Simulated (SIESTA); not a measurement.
Runs of SIESTA 5.4.2 on PbSe (Clausthalite). Symmetry: Fm-3m, No. 225, cubic system. Conventional cell: a = 6.121 Å, b = 6.121 Å, c = 6.121 Å, α = 90.00°, β = 90.00°, γ = 90.00°. Pb (site symmetry m-3m) has 6 Se at 3.06 Å as nearest neighbours. Around Se (site symmetry m-3m) lie 6 Pb at 3.06 Å. 

```csv
level,potentials or basis,spin,k mesh,gap on the mesh (eV),pressure (GPa),moment (μB)
PBE,"PseudoDojo 0.4 standard (PBE files), DZP (energy shift 0.003 Ry; two zetas on semicore shells)",off,8 × 8 × 8,0.36,3.8,-
PBE,"PseudoDojo 0.4 standard (PBE files, fully relativistic), DZP (energy shift 0.003 Ry; two zetas on semicore shells)","non-collinear, zero start, SOC",6 × 6 × 6,0.08,3.3,0.00
PBE,"PseudoDojo 0.4 standard (PBE files, fully relativistic), TZP (energy shift 0.003 Ry; two zetas on semicore shells)","non-collinear, zero start, SOC",6 × 6 × 6,0.08,2.9,0.00
PBE,"PseudoDojo 0.4 standard (PBE files), DZ (energy shift 0.003 Ry; two zetas on semicore shells)",off,8 × 8 × 8,(b),(a),-
LDA,"PseudoDojo 0.4 standard (LDA files), DZP (energy shift 0.003 Ry; two zetas on semicore shells)",off,8 × 8 × 8,0.28,-0.7,-
```

Alike in all rows: task band structure; cell as given; smearing fermi-dirac 0.05 eV; grid cutoff 500 Ry; energy shift 0.003 Ry.

Question: Estimate the missing entries.

Answer: (a) 3.4; (b) 0.49.

Caveats: the basis of atomic orbitals isn't converged, which shifts pressures, moduli and gaps; spin-orbit coupling is left out, which as a rule narrows the gap of such compounds by several tenths of an eV (some runs); the basis has no polarisation orbitals (some runs).

A k mesh can miss the band edges, and rows without SOC leave out spin-orbit coupling on Pb, Se.
